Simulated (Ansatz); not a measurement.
## Spin–orbit splittings in InP

```
In P
1.0
     0.00000    2.85500    2.85500
     2.85500    0.00000    2.85500
     2.85500    2.85500    0.00000
In P
1 1
Direct
  0.00000 0.00000 0.00000
  0.50000 0.50000 0.50000
```

Atoms are numbered in the order listed.

The cell comes from COD entry 1538565, which wasn't checked; take it as a given geometry.

Methods: DFT, PBE, all-electron LAPW, scalar-relativistic (Ansatz 0.2.0); DFT, PBE, all-electron LAPW, Dirac equation with spin-orbit coupling (Ansatz 0.2.0).

Sampling and basis: a Γ-centred 11×11×11 k mesh, Fermi–Dirac smearing of 0.03 eV, basis error target 0.25 meV/atom, no spin polarisation.

Levels between -8 and 3 eV, each run counted from its own valence-band top where it has a gap, else its Fermi level. Scalar levels are listed once for both spins; with the coupling every spinor state is counted. Levels near the edges of the range can cross them.

At Γ (0.000, 0.000, 0.000) the scalar-relativistic levels are -0.20 (×3), -0.15. What are they with spin–orbit coupling?

-0.30 (×2), -0.15 (×4), -0.15 (×2).

At X (0.500, 0.000, 0.500) the scalar-relativistic levels are -4.37, -2.57, -2.02 (×2). What are they with spin–orbit coupling?

-4.38 (×2), -2.57 (×2), -2.09 (×2), -1.97 (×2).

At K (0.375, 0.375, 0.750) the scalar-relativistic levels are -4.71, -3.86, -1.43, 0.11. What are they with spin–orbit coupling?

-4.71 (×2), -3.86 (×2), -1.43 (×2), 0.11 (×2).
